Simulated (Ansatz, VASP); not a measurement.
# SiC: VASP beside Ansatz

File INCAR:

```
ALGO     = Normal         # electronic algorithm
EDIFF    = 1E-7           # SCF threshold, eV
ENCUT    = 520            # plane-wave cutoff, eV
GGA      = CA             # functional
ISIF     = 2              # what is computed and relaxed
ISMEAR   = 0              # smearing method
LASPH    = True           # aspherical terms in the spheres
LCHARG   = True           # write CHGCAR
LELF     = True           # ELF
LREAL    = False          # projectors in reciprocal space
LVHAR    = True         
LWAVE    = False          # write WAVECAR
NBANDS   = 11             # bands
NELM     = 100            # most SCF steps
PREC     = Accurate       # precision mode
SIGMA    = 0.01           # smearing width, eV
```

The input KPOINTS:

```
k-points
0
Gamma
  10 10 10
```

File POSCAR:

```
SiC
1.0
    2.1428405337      2.1428405337      0.0000000000
   -2.1428405337      2.1428405337      0.0000000000
    0.0000000000      2.1428405337      2.1795904173
Si C
1 1
Direct
    0.0000000000      0.0000000000      0.0000000000
    0.7500000000      0.2500000000      0.5000000000
```

Input for Ansatz:

```yaml
crystal:
  lattice:
    - [2.14284053373, 2.14284053373, 0.0]
    - [-2.14284053373, 2.14284053373, 0.0]
    - [0.0, 2.14284053373, 2.17959041731]
  atoms:
    - { symbol: Si, position: [0.0, 0.0, 0.0] }
    - { symbol: C, position: [0.75, 0.25, 0.5] }
kpoints:
  mp_grid: { grid: [10, 10, 10] }
scf:
  occupations: { method: fixed }
  convergence: { dr2_threshold: 1.0e-10 }
hamiltonian:
  xc: lda
  pseudopotentials: { kind: all_electron, lapw: { basis_error: 0.0005 } }
output:
  forces: true
  stress: true
  eigenstates:
    kpoints:
      - [0.0, 0.0, 0.0]
      - [-0.5, 0.5, 0.0]
      - [-0.5, -0.5, -0.5]
      - [0.0, 0.0, -0.5]
      - [0.0, -0.5, -0.5]
      - [0.0, 0.5, 0.0]
      - [-0.5, 0.0, 0.0]
      - [-0.5, 0.0, -0.5]
  eigenvalues: true
```

Change from the starting cell: film at in-plane strain -0.01.

Alike in both runs: task single point; functional LDA; k mesh 10 × 10 × 10; no spin polarisation.

```csv
,VASP,Ansatz
version,VASP 6.6.1,Ansatz 0.2.0
potentials or method,"VASP PAW LDA potentials, release 64 (Si, C)","all-electron LAPW, scalar-relativistic"
plane-wave cutoff (eV),520,see its input
occupations,"gaussian, width 0.01 eV",fixed
```

|  | VASP | Ansatz | Ansatz less VASP |
| --- | --- | --- | --- |
| gap on the k mesh at the Fermi level (eV) | 1.18 | 1.20 | +0.013 |
| pressure (GPa) | 3.5 | 3.0 | -0.44 |
| largest component of the traceless stress (GPa) | 3.07 | 3.07 | +0.004 |

Ansatz ran all-electron here, so the differences hold the error of VASP's frozen core and of both bases.

A k mesh can miss the band edges.
